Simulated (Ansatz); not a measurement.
## Phases of Sb at 8.4 GPa

Structure types of Sb are relaxed in primitive cells with their symmetry kept at 8.4 GPa, first on PAW files, then by LAPW. The enthalpy is E + pV at zero temperature, without zero-point motion. Only the types listed were tried, and differences under about 5 meV/atom are mesh noise. The real phase may be another.

Level of theory: DFT with PBE, scalar-relativistic, in Ansatz 0.2.0; Fermi–Dirac smearing of 0.1 eV, no spin polarisation. LAPW: all electrons, basis error target 0.5 meV/atom; PAW: frozen-core files, cutoff 420 eV.

k meshes: fcc 14×14×14, bcc 15×15×15, hcp 13×13×7, omega 7×7×10, sc 13×13×13, beta tin 14×14×14.

Spin–orbit coupling is left out, which matters for the heavy atoms.

```csv
start type,ends as,"a, b, c (Å)",V (Å³/atom),"H − H(lowest), LAPW (meV/atom)"
fcc,"fcc, Fm-3m","4.617, 4.617, 4.617",24.60,168.4
bcc,"bcc, Im-3m","3.654, 3.654, 3.654",24.40,64.1
hcp,"hcp, P6_3/mmc","3.321, 3.321, 5.137",24.53,?
omega,"omega, P6/mmm","5.239, 5.239, 3.119",24.71,?
sc,"sc, Pm-3m","2.992, 2.992, 2.992",26.78,0.0
beta tin,"beta tin, I4_1/amd","5.862, 5.862, 3.063",26.31,60.1
```

Q: Give the missing entry: row "hcp", column "H − H(lowest), LAPW (meV/atom)".

A: 118.3.

Q: Fill in "H − H(lowest), LAPW (meV/atom)" for the row "omega".

A: 105.9.

Q: Split the lead of sc over beta tin into energy and pV.

A: For beta tin less sc: ΔE = +84.9 meV/atom, and p·ΔV = 8.4 GPa × -0.4724 Å³ × 6.242 meV/(GPa·Å³) = -24.8 meV/atom, together 60.1 meV/atom. sc wins by its internal energy, though it is the less dense.

Q: Would beta tin gain on sc at higher pressure?

A: Yes: dH/dp = V, and its volume is smaller by 0.47 Å³/atom. Held constant, that would close the gap after about 20 GPa more, a rough figure, since the volume difference changes with pressure.
